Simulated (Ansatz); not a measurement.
A series in volume scale on Ag

All results are calculated (Ansatz 0.2.0). Periodic Kohn-Sham DFT of a crystal at fixed atoms, scaled to volume_scale times the given cell; pressure positive in compression, energy less spherical unpolarised free atoms, largest_vzz the field gradient of largest size among the nuclei.

The cell before it is scaled or strained (space group Fd-3m, No. 227):
```
cell vectors (Å)
   0.0000     3.1084     3.1084
   3.1084     0.0000     3.1084
   3.1084     3.1084     0.0000
atoms (fractions of the cell vectors)
Ag  0.00000  0.00000  0.00000
Ag  0.25000  0.25000  0.25000
```

Settings of every row: method frozen-core PAW; functional PBE; relativity scalar; k mesh 11x11x11; filling fermi-dirac; smearing width 0.05 eV; wave cutoff 420 eV; paw set soft_2.

Atom start moment: 0 on all atoms.

Limits: the cell comes from a prototype or a list of computed structures and needn't be the stable phase.

```
row  volume scale  V (Å³/atom)  pressure (GPa)
  1          0.96       28.832           1.401
  2          0.98       29.433           0.654
  3             1       30.033           0.002
  4          1.02       30.635               ?
  5          1.04       31.235          -1.059
```

Question: what pressure should row 4 give?

Worked fit of pressure. Take u = (V_r/V)^(2/3) − 1 with V_r = 29.733 Å³ an atom, which is twice the finite (Eulerian) strain; such expansions in the strain, on which the Birch-Murnaghan equation of state is built, carry the rest volume and the bulk modulus. The shown rows have u = 0.02073, 0.00678, -0.00667, -0.03232. Least squares give pressure = 0.3171 + 48.49 × u + 182.98 × u² GPa; a straight line predicts inner rows, each left out in turn, worse (root mean square 0.08 against 0.00052 GPa). All shown rows lie on it to the printed digit. The pressure vanishes at u = -0.0067, or V = 30.03 Å³ an atom, and there the bulk modulus at fixed shape and fractions is B = −V dP/dV = (2/3)(1 + u) dP/du = 30.5 GPa. The withheld row has u = -0.01973, so the fit gives 0.3171 + 48.49 × (-0.01973) + 182.98 × (-0.01973)² = -0.568 GPa.

The calculation gave -0.565 GPa. The fit lies 0.003 GPa (0.12 % of the column's range) below it; its largest miss of a shown row is 0.000 GPa.
